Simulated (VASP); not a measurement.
The system is MgSe2.

```
CELL_PARAMETERS angstrom
5.38045 0.00000 0.00000
0.00000 5.38045 0.00000
0.00000 0.00000 5.19601
ATOMIC_POSITIONS crystal
Mg 0.00000 0.00000 0.50000
Mg 0.50000 0.50000 0.00000
Se 0.75000 0.75000 0.75000
Se 0.25000 0.25000 0.75000
Se 0.75000 0.25000 0.25000
Se 0.25000 0.75000 0.25000
```

The cell was built by a generator and needn't be a form met in nature.

* Program: VASP 6.6.1
* Task: relaxation of cell and atoms
* Functional: PBE
* Potentials or basis: VASP PAW PBE potentials, release 64 (Mg, Se)
* Cutoff: 520 eV
* k mesh: 3 × 3 × 4
* Occupations: gaussian, width 0.15 eV
* Spin: no spin polarisation

At the start: pressure 11.5 GPa; volume 25.07 Å³/atom.

Q: How do energy, volume and symmetry change on relaxing?

A: Over 3 steps the energy falls by 190.3 meV/atom and the volume is 31.54 Å³/atom (+25.8 %); space group P4_2/nnm (No. 134, to 0.05 Å).

The path:
| step | energy change (eV) | largest force (eV/Å) | pressure (GPa) | volume (Å³) |
| --- | --- | --- | --- | --- |
| 1 | 0.0000 | 0.0000 | 11.51 | 150.42 |
| 2 | -1.1351 | 0.0000 | -0.53 | 193.11 |
| 3 | -1.1416 | 0.0000 | 0.02 | 189.24 |

Final structure:
```xyz
6
Lattice="5.8281 0.0000 0.0000 0.0000 5.8281 0.0000 0.0000 0.0000 5.5714" Properties=species:S:1:pos:R:3 pbc="T T T"
Mg    0.0000    0.0000    2.7857
Mg    2.9140    2.9140    0.0000
Se    4.3710    4.3710    4.1785
Se    1.4570    1.4570    4.1785
Se    4.3710    1.4570    1.3928
Se    1.4570    4.3710    1.3928
```

Caveat: the k mesh is coarse (spacing up to 0.39 Å⁻¹), so the values aren't converged; the volume moved by over 15 % at a fixed basis, so the end points are rough.
